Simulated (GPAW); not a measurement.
CuO in GPAW: convergence with k mesh

Input of the first run (k mesh 3 × 3 × 2); the others differ in this setting and in those tied to it:

File run.py:

```python
from ase.dft.bandgap import bandgap
from ase.io import read, write
from ase.units import GPa
from gpaw import GPAW, PW

atoms = read('CuO.xyz')

calc = GPAW(mode=PW(800),
            xc='PBE',
            kpts={'size': (3, 3, 2), 'gamma': True},
            occupations={'name': 'fermi-dirac', 'width': 0.05},
            nbands=19,
            convergence={'density': 1e-05, 'energy': 1e-05},
            maxiter=100,
            txt='gpaw.txt')
atoms.calc = calc
energy = atoms.get_potential_energy()
forces = atoms.get_forces()
stress = atoms.get_stress()
calc.write('gs.gpw')
write('result.traj', atoms)
print(f'Energy: {energy:.6f} eV')
print('Forces (eV/A):')
print(forces.round(4))
print('Stress (GPa):', (stress / GPa).round(3))
print('Fermi level:', round(calc.get_fermi_level(), 4), 'eV')
print(f'Gap: {bandgap(calc)[0]:.4f} eV, direct: {bandgap(calc, direct=True)[0]:.4f} eV')
```

CuO.xyz

```xyz
2
Lattice="2.8363251093 0.0000000000 0.0000000000 -1.4181625547 2.4563295981 0.0000000000 0.0000000000 0.0000000000 2.7681127800" Properties=species:S:1:pos:R:3 pbc="T T T"
Cu     0.0000000000      0.0000000000      0.0000000000
O      1.4181625548      0.8187765326      1.3840563900
```

Potentials or basis: GPAW PAW data sets (gpaw-data 1.2.1), pw.

The run is started by

```bash
$ OMP_NUM_THREADS=1 python run.py
```

Measurements of this composition are mostly on another form, of space group No. 15.

Hardware: 1 thread of Intel(R) Xeon(R) Platinum 8259CL CPU @ 2.50GHz (Skylake/Cascade Lake), on a shared host.

```csv
k mesh,"energy less the tightest run, at zero smearing (meV/atom)",pressure (GPa),SCF cycles,CPU time (s),peak memory (GiB)
3 × 3 × 2,96.59,0.40,11,7,0.14
4 × 4 × 3,45.90,1.30,11,7.5,0.14
5 × 5 × 4,0.84,0.73,11,8.2,0.14
6 × 6 × 5,-10.68,0.40,11,12,0.15
7 × 7 × 6,4.65,0.72,11,14,0.15
8 × 8 × 7,3.88,0.71,11,20,0.15
10 × 10 × 9,0.10,0.59,11,27,0.17
12 × 12 × 10,0.88,0.64,11,42,0.19
14 × 14 × 13,0.00,0.61,11,83,0.22
```

Against the tightest run, the energy stays within 1 meV/atom from 10 × 10 × 9 on; the pressure stays within 0.1 GPa from 10 × 10 × 9 on. Meshes of other sizes hit other points, so gaps and Fermi surfaces needn't settle smoothly. The tightest run that finished is the yardstick and may itself not be fully converged.

Caveat, for the tightest run too: with this Cu data set, volumes or pressures lay over 1.5 % or 2 GPa off other programs in two to four cells of ten; an odd number of electrons without spin polarisation forces a metal; a magnetic or distorted state may lie lower; the run has no spin polarisation, though such a crystal can be magnetic; semilocal functionals often make such compounds metallic where correlation or magnetic order opens a gap, which also shifts bond lengths.
